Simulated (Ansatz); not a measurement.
# Ti: energy and pressure over a range of volumes

One table from this session's results is given with a row withheld; the runs are named, their logs left out.

This is Ti in the fcc structure; at room conditions it is hcp.

Computed with Ansatz 0.2.0 (DFT PBE, scalar-relativistic, unless a step's input says otherwise).

### The system as given

It takes space group Fm-3m (No. 225, cubic). Conventional cell: a = 4.060 Å, b = 4.060 Å, c = 4.060 Å, α = 90.00°, β = 90.00°, γ = 90.00°. Ti (site symmetry m-3m) is surrounded by 12 Ti at 2.87 Å.

Structure file:

```
Ti
1.0
     0.00000    2.03000    2.03000
     2.03000    0.00000    2.03000
     2.03000    2.03000    0.00000
Ti
1
Direct
  0.00000 0.00000 0.00000
```

The structure is an experimental refinement, used without relaxation.

Set-up of the first run:

The input, input.yaml:

```yaml
crystal:
  lattice:
    - [0.0, 1.9889123197, 1.9889123197]
    - [1.9889123197, 0.0, 1.9889123197]
    - [1.9889123197, 1.9889123197, 0.0]
  atoms:
    - { symbol: Ti, position: [0.0, 0.0, 0.0] }
kpoints:
  mp_grid: { grid: [14, 14, 14] }
scf:
  occupations: { method: fermi_dirac, width: 0.05 }
hamiltonian:
  xc: pbe
  pseudopotentials: { kind: all_electron, lapw: { basis_error: 0.00025 } }
output:
  forces: true
  stress: true
  eigenvalues: true
```

Steps of the session up to this table: Volume × 0.9405, LAPW; Volume × 0.9405, PAW; Volume × 0.9405, crystal datasets; Volume × 0.97, LAPW; Volume × 0.97, PAW; Volume × 1.03, LAPW; Volume × 1.03, PAW; Volume × 1.06, LAPW; Volume × 1.06, PAW; Volume × 1.06, crystal datasets.

One table of the session follows, with a row left open; its other results are not shown here.

```
          method  volume (Å³/atom)  pressure (GPa)
            LAPW            15.735           12.70
            LAPW            16.229            8.34
            LAPW            16.731            4.44
            LAPW            17.233               ?
            LAPW            17.735           -2.01
             PAW            15.735           12.70
             PAW            16.229            8.34
             PAW            16.731            4.45
             PAW            17.233            1.02
             PAW            17.735           -2.00
crystal datasets            15.735           12.70
crystal datasets            16.731            4.44
crystal datasets            17.735           -2.01
```

Estimate the missing values for LAPW, 17.233.

The run gave: pressure (GPa): 1.01. In the column «pressure (GPa)» it lies between PAW, 17.735 (-2.00) and PAW, 17.233 (1.02).

Caveats from the session: Warnings in the runs' records: crystal datasets made.
